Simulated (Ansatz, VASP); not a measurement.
# Two plane-wave programs on AgCl (Chlorargyrite)

```xyz
2
Lattice="0.0000 2.7166 2.7166 2.7166 0.0000 2.7166 2.7166 2.7166 0.0000" Properties=species:S:1:pos:R:3 pbc="T T T"
Ag    0.0000    0.0000    0.0000
Cl    2.7166    2.7166    2.7166
```

Change from the starting cell: volume scaled by 0.98.

Alike in both runs: task single point; functional PBE; k mesh 8 × 8 × 8; occupations fermi-dirac, width 0.05 eV; no spin polarisation.

|  | VASP | Ansatz |
| --- | --- | --- |
| version | VASP 6.6.1 | Ansatz 0.2.0 |
| potentials or method | VASP PAW PBE potentials, release 64 (Ag, Cl) | Ansatz PAW |
| plane-wave cutoff (eV) | 520 | 420 |
| valence electrons in the cell | 18 | 26 |

|  | VASP | Ansatz | Ansatz less VASP |
| --- | --- | --- | --- |
| gap on the k mesh at the Fermi level (eV) | 0.90 | 0.90 | +0.003 |
| least direct gap on the mesh (eV) | 3.39 | 3.40 | +0.002 |
| pressure (GPa) | 5.1 | 5.2 | +0.16 |

The two sets of potentials don't hold the same shells in valence.

A k mesh can miss the band edges.
